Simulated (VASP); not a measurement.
# W (Fm-3m) in VASP: further runs

The runs below take W through single point, with PBE.

All numbers are computed with VASP 6.6.1; they aren't measurements. Logs are shortened: lines on timing, memory, paths and dates and some standing lists are left out, and cuts for length are marked.

## 1. The structure

It takes space group Fm-3m (No. 225, cubic). Conventional cell: a = 4.060 Å, b = 4.060 Å, c = 4.060 Å, α = 90.00°, β = 90.00°, γ = 90.00°. Around W (site symmetry m-3m) lie 12 W at 2.87 Å.

This isn't the form of W at room conditions, which is bcc.

## 2. Single point, PBE

Input file INCAR:

```
SYSTEM = W
  ADDGRID = .FALSE.
  ALGO = Normal
  EDIFF = 1E-7
  ENCUT = 500
  GGA = PE
  ISIF = 2
  ISMEAR = 0
  LASPH = .TRUE.
  LCHARG = .FALSE.
  LREAL = .FALSE.
  LWAVE = .FALSE.
  NBANDS = 13
  NELM = 100
  PREC = Accurate
  SIGMA = 0.15
```

Input file KPOINTS:

```
k-points
0
G
  15 15 15
  0 0 0
```

Input file POSCAR:

```
W
1.0
    0.0000000000      2.0300000000      2.0300000000
    2.0300000000      0.0000000000      2.0300000000
    2.0300000000      2.0300000000      0.0000000000
W
1
Direct
    0.0000000000      0.0000000000      0.0000000000
```

Potentials or basis: VASP PAW PBE potentials, release 64 (W_sv).

On the command line:

```sh
cat potpaw_PBE.64/W_sv/POTCAR > POTCAR
mpirun -np 1 vasp_std > vasp.out
```

OUTCAR:

```text
SYSTEM = W
   EDIFF = 1E-7
   ENCUT = 500
   GGA = PE
   ISIF = 2
   ISMEAR = 0
   LASPH = .TRUE.
   LREAL = .FALSE.
   NELM = 100
   PREC = Accurate

 Found    120 irreducible k-points:

 Following reciprocal coordinates:
            Coordinates               Weight
  0.000000  0.000000  0.000000      1.000000
  0.066667  0.000000  0.000000      8.000000
  0.133333  0.000000  0.000000      8.000000
  0.200000  0.000000  0.000000      8.000000
  0.266667  0.000000  0.000000      8.000000
  0.333333  0.000000  0.000000      8.000000
   k-points           NKPTS =    120   k-points in BZ     NKDIM =    120   number of bands    NBANDS=     13
   number of dos      NEDOS =    301   number of ions     NIONS =      1
   total plane-waves  NPLWV =  13824
   dimension x,y,z NGX =    24 NGY =   24 NGZ =   24
   dimension x,y,z NGXF=    48 NGYF=   48 NGZF=   48
   ions per type =               1
   NGX,Y,Z   is equivalent  to a cutoff of  13.90, 13.90, 13.90 a.u.
   NGXF,Y,Z  is equivalent  to a cutoff of  27.80, 27.80, 27.80 a.u.
 SYSTEM =  W
   PREC   = accura    normal or accurate (medium, high low for compatibility)
   ISTART =      0    job   : 0-new  1-cont  2-samecut
   ICHARG =      2    charge: 1-file 2-atom 10-const
   ISPIN  =      1    spin polarized calculation?
   LNONCOLLINEAR =      F non collinear calculations
   LSORBIT =      F    spin-orbit coupling
   LASPH  =      T    aspherical Exc in radial PAW
   ENCUT  =  500.0 eV  36.75 Ry    6.06 a.u.   5.23  5.23  5.23*2*pi/ulx,y,z
   NELM   =    100;   NELMIN=  2; NELMDL= -5     # of ELM steps
   EDIFF  = 0.1E-06   stopping-criterion for ELM
   LREAL  =      F    real-space projection
   EDIFFG = 0.1E-05   stopping-criterion for IOM
   NSW    =      0    number of steps for IOM
   IBRION =     -1    ionic relax: 0-MD 1-quasi-New 2-CG
   NFREE  =      0    steps in history (QN), initial steepest desc. (CG)
   ISIF   =      2    stress and relaxation
   ISYM   =      2    0-nonsym 1-usesym 2-fastsym
   POTIM  = 0.5000    time-step for ionic-motion
   TEBEG  =    0.0;   TEEND  =   0.0 temperature during run
   PSTRESS=    0.0 pullay stress
   NELECT =      14.0000    total number of electrons
   NUPDOWN=      -1.0000    fix difference up-down
   EMIN   =  10.00;   EMAX   =-10.00  energy-range for DOS
   EFERMI =   0.00;   METHOD = LEGACY
   ISMEAR =     0;   SIGMA  =   0.15  broadening in eV -4-tet -1-fermi 0-gaus
   EFERMI_NEDOS =   21; number of points for ismear=-14 and -15
   IALGO  =     38    algorithm
   IMIX   =      4    mixing-type and parameters
     AMIX     =   0.40;   BMIX     =  1.00
     AMIX_MAG =   1.60;   BMIX_MAG =  1.00
  volume/ion in A,a.u.               =      16.73       112.91
  Fermi-wavevector in a.u.,A,eV,Ry     =   1.542688  2.915258 32.380324  2.379887
  Thomas-Fermi vector in A             =   2.648457
   LORBIT       =      0    0 simple, 1 ext, 2 COOP (PROOUT), +10 PAW based schemes
   GGA     = PE    functional components
   LHFCALC =     F    Hartree Fock is set to
   AEXX    =    0.0000 exact exchange contribution
   IVDW    =     0    specifies the selected vdW correction
   LEPSILON=     F    determine dielectric tensor
   LRPA    =     F    only Hartree local field effects (RPA)
 non-spin polarized calculation
 Gauss-broadening in eV      SIGMA  =   0.15
  energy-cutoff  :      500.00
  volume of cell :       16.73
 maximum number of plane-waves:       440
 NGX is ok and might be reduce to    24
   NGX = 11   NGY = 11   NGZ = 11

 number of electron      14.0000002 magnetization

 Free energy of the ion-electron system (eV)
  ---------------------------------------------------
  ext. energy  EPLUGINS =         0.00000000
  ---------------------------------------------------
  free energy    TOTEN  =       -12.47728217 eV

  energy without entropy =      -12.46301264  energy(sigma->0) =      -12.47014740

 E-fermi :  10.2328     XC(G=0): -13.3278

 val. band max:       10.2253653507   @ k =   0.2000   0.1333   0.0667
 cond. band min:      10.2648189121   @ k =   0.2000   0.0667   0.0000
 fundamental gap:      0.0394535615
 Fermi energy:        10.2327588538

 k-point     1 :       0.0000    0.0000    0.0000
  band No.  band energies     occupation
      1     -63.4809      2.00000
      2     -27.1359      2.00000
      3     -27.1359      2.00000
      4     -27.1359      2.00000
      5       1.3347      2.00000
      6       9.6927      2.00000
      7       9.6927      2.00000
      8       9.6927      2.00000
      9      12.7340      0.00000
     10      12.7340      0.00000
     11      22.9852      0.00000
     12      28.1121      0.00000
     13      28.1121      0.00000

 k-point     2 :       0.0667    0.0000    0.0000
  band No.  band energies     occupation
      1     -63.4768      2.00000
      2     -27.1853      2.00000
      3     -27.1422      2.00000
      4     -27.1422      2.00000
      5       1.5254      2.00000
      6       9.5457      2.00000
      7       9.7815      1.99998
      8       9.7815      1.99998
      9      12.6539      0.00000
     10      12.6539      0.00000
     11      23.3674      0.00000
     12      27.2822      0.00000
     13      28.4692      0.00000

 k-point     3 :       0.1333    0.0000    0.0000
  band No.  band energies     occupation
      1     -63.4650      2.00000
      2     -27.3235      2.00000
      3     -27.1602      2.00000
      4     -27.1602      2.00000
      5       2.0684      2.00000
      6       9.1898      2.00000
      7       9.9953      1.97484
      8       9.9953      1.97484
      9      12.5019      0.00000
     10      12.5019      0.00000
     11      24.3091      0.00000
     12      25.9252      0.00000
     13      29.4904      0.00000

 k-point     4 :       0.2000    0.0000    0.0000
  band No.  band energies     occupation
      1     -63.4475      2.00000
      2     -27.5228      2.00000
      3     -27.1864      2.00000
      4     -27.1864      2.00000
      5       2.8666      2.00000
      6       8.8267      2.00000
      7      10.1558      1.53193
      8      10.1558      1.53192
      9      12.5303      0.00000
     10      12.5303      0.00000
     11      24.0608      0.00000
     12      26.1552      0.00000
     13      31.0536      0.00000

 k-point     5 :       0.2667    0.0000    0.0000
  band No.  band energies     occupation
      1     -63.4274      2.00000
      2     -27.7457      2.00000
      3     -27.2164      2.00000
      4     -27.2164      2.00000
      5       3.7247      2.00000
      6       8.7116      2.00000
      7      10.0805      1.84875
      8      10.0805      1.84874
      9      12.9730      0.00000
     10      12.9730      0.00000
     11      22.9102      0.00000
     12      26.8068      0.00000
     13      32.7403      0.00000

 k-point     6 :       0.3333    0.0000    0.0000
  band No.  band energies     occupation
      1     -63.4082      2.00000
      2     -27.9534      2.00000
      3     -27.2448      2.00000
      4     -27.2448      2.00000
      5       4.3618      2.00000
      6       9.0929      2.00000
      7       9.8495      1.99970
      8       9.8495      1.99970
      9      13.7337      0.00000
     10      13.7337      0.00000
     11      21.9025      0.00000
     12      25.5413      0.00000
     13      31.8251      0.00000

 [... further k-points ...]

------------------------ aborting loop because EDIFF is reached ----------------------------------------

  FORCE on cell =-STRESS in cart. coord.  units (eV):
  Direction    XX          YY          ZZ          XY          YZ          ZX
  --------------------------------------------------------------------------------------
  -------------------------------------------------------------------------------------
  Total       -0.4642917     -0.4642917     -0.4642917      0.0000000      0.0000000      0.0000000
  in kB      -44.4614222    -44.4614222    -44.4614222      0.0000000      0.0000000      0.0000000
  external PRESSURE =     -44.4614222 kB  Pullay stress =       0.0000000 kB

 VOLUME and BASIS-vectors are now :
 -----------------------------------------------------------------------------
  energy-cutoff  :      500.00
  volume of cell :       16.73
      direct lattice vectors                 reciprocal lattice vectors
     0.000000000  2.030000000  2.030000000    -0.246305419  0.246305419  0.246305419
     2.030000000  0.000000000  2.030000000     0.246305419 -0.246305419  0.246305419
     2.030000000  2.030000000  0.000000000     0.246305419  0.246305419 -0.246305419

 POSITION                                       TOTAL-FORCE (eV/Angst)
 -----------------------------------------------------------------------------------
      0.00000      0.00000      0.00000         0.000000     -0.000000      0.000000
 -----------------------------------------------------------------------------------
    total drift:                                0.000000      0.000000     -0.000000

  FREE ENERGIE OF THE ION-ELECTRON SYSTEM (eV)
  ---------------------------------------------------
  free  energy   TOTEN  =       -12.4772821665 eV

  energy  without entropy=      -12.4630126358  energy(sigma->0) =      -12.47014740
```

Wall time 12 s (1 thread of Intel Xeon Platinum 8488C (Sapphire Rapids), shared host); peak memory 0.15 GiB.

These settings aren't checked as converged: the numbers below hold their error.

What came out:

```yaml
Free_energy: -12.4773 eV
Pressure: -4.4 GPa
Band_gap_on_the_k_mesh: none (metal or under the smearing width)
```

## 3. Single point, PBE

Changes to INCAR since step 2:

```diff
@@ -14,3 +14,3 @@
   NELM = 100
-  PREC = Accurate
+  PREC = Low
   SIGMA = 0.15
```

KPOINTS is that of step 2.

POSCAR is that of step 2.

Potentials or basis: VASP PAW PBE potentials, release 64 (W_sv).

On the command line:

```sh
cat potpaw_PBE.64/W_sv/POTCAR > POTCAR
mpirun -np 1 vasp_std > vasp.out
```

OUTCAR:

```text
SYSTEM = W
   EDIFF = 1E-7
   ENCUT = 500
   GGA = PE
   ISIF = 2
   ISMEAR = 0
   LASPH = .TRUE.
   LREAL = .FALSE.
   NELM = 100
   PREC = Low

 Found    120 irreducible k-points:

 Following reciprocal coordinates:
            Coordinates               Weight
  0.000000  0.000000  0.000000      1.000000
  0.066667  0.000000  0.000000      8.000000
  0.133333  0.000000  0.000000      8.000000
  0.200000  0.000000  0.000000      8.000000
  0.266667  0.000000  0.000000      8.000000
  0.333333  0.000000  0.000000      8.000000
   k-points           NKPTS =    120   k-points in BZ     NKDIM =    120   number of bands    NBANDS=     13
   number of dos      NEDOS =    301   number of ions     NIONS =      1
   total plane-waves  NPLWV =   4096
   dimension x,y,z NGX =    16 NGY =   16 NGZ =   16
   dimension x,y,z NGXF=    16 NGYF=   16 NGZF=   16
   ions per type =               1
   NGX,Y,Z   is equivalent  to a cutoff of   9.27,  9.27,  9.27 a.u.
   NGXF,Y,Z  is equivalent  to a cutoff of   9.27,  9.27,  9.27 a.u.
 SYSTEM =  W
   PREC   = low       normal or accurate (medium, high low for compatibility)
   ISTART =      0    job   : 0-new  1-cont  2-samecut
   ICHARG =      2    charge: 1-file 2-atom 10-const
   ISPIN  =      1    spin polarized calculation?
   LNONCOLLINEAR =      F non collinear calculations
   LSORBIT =      F    spin-orbit coupling
   LASPH  =      T    aspherical Exc in radial PAW
[... 68 lines left out ...]
      9      12.7339      0.00000
     10      12.7339      0.00000
     11      22.9853      0.00000
     12      28.1122      0.00000
     13      28.1123      0.00000
[... 66 lines left out ...]
  band No.  band energies     occupation
      1     -63.4081      2.00000
      2     -27.9534      2.00000
      3     -27.2450      2.00000
      4     -27.2448      2.00000
      5       4.3620      2.00000
      6       9.0930      2.00000
      7       9.8495      1.99970
      8       9.8495      1.99970
      9      13.7337      0.00000
     10      13.7338      0.00000
     11      21.9025      0.00000
     12      25.5413      0.00000
     13      31.8252      0.00000

 [... further k-points ...]

------------------------ aborting loop because EDIFF is reached ----------------------------------------

  FORCE on cell =-STRESS in cart. coord.  units (eV):
  Direction    XX          YY          ZZ          XY          YZ          ZX
  --------------------------------------------------------------------------------------
  -------------------------------------------------------------------------------------
  Total       -0.4637426     -0.4637426     -0.4637426     -0.0000000     -0.0000000      0.0000000
  in kB      -44.4088475    -44.4088475    -44.4088475     -0.0000000     -0.0000000      0.0000000
  external PRESSURE =     -44.4088475 kB  Pullay stress =       0.0000000 kB

 VOLUME and BASIS-vectors are now :
 -----------------------------------------------------------------------------
  energy-cutoff  :      500.00
  volume of cell :       16.73
      direct lattice vectors                 reciprocal lattice vectors
     0.000000000  2.030000000  2.030000000    -0.246305419  0.246305419  0.246305419
     2.030000000  0.000000000  2.030000000     0.246305419 -0.246305419  0.246305419
     2.030000000  2.030000000  0.000000000     0.246305419  0.246305419 -0.246305419

 POSITION                                       TOTAL-FORCE (eV/Angst)
 -----------------------------------------------------------------------------------
      0.00000      0.00000      0.00000        -0.000000      0.000000      0.000000
 -----------------------------------------------------------------------------------
    total drift:                               -0.000000     -0.000000     -0.000000

  FREE ENERGIE OF THE ION-ELECTRON SYSTEM (eV)
  ---------------------------------------------------
  free  energy   TOTEN  =       -12.4778288082 eV

  energy  without entropy=      -12.4635598345  energy(sigma->0) =      -12.47069432
```

Wall time 5.6 s (1 thread of Intel Xeon Platinum 8488C (Sapphire Rapids), shared host); peak memory 0.11 GiB.

These settings aren't checked as converged: the numbers below hold their error.

Results:

* Free energy: -12.4778 eV
* Pressure: -4.4 GPa
* Band gap on the k mesh: none (metal or under the smearing width)

## 4. Single point, PBE

Changes to INCAR since step 3:

```diff
@@ -14,3 +14,3 @@
   NELM = 100
-  PREC = Low
+  PREC = Normal
   SIGMA = 0.15
```

KPOINTS is that of step 3.

POSCAR is that of step 3.

On the command line:

```sh
cat potpaw_PBE.64/W_sv/POTCAR > POTCAR
mpirun -np 1 vasp_std > vasp.out
```

Run time: 5.6 s. Hardware: 1 thread of Intel Xeon Platinum 8488C (Sapphire Rapids), shared host; peak memory 0.12 GiB.

The run converged, but some of its settings lie outside the range that counts as converged, so its numbers aren't taken as properties of the crystal.

What came out:

```yaml
Free_energy: -12.4773 eV
Pressure: -4.4 GPa
Band_gap_on_the_k_mesh: none (metal or under the smearing width)
```

## 5. The reference run

An earlier run on the cell as given: functional PBEsol; potentials or basis VASP PAW PBE potentials, release 64 (W_sv); cutoff 520 eV; k mesh 11 × 11 × 11; occupations fermi-dirac, width 0.05 eV; no spin polarisation.

* Pressure: -12.3 GPa
* Band gap on the k mesh: none (metal or under the smearing width)
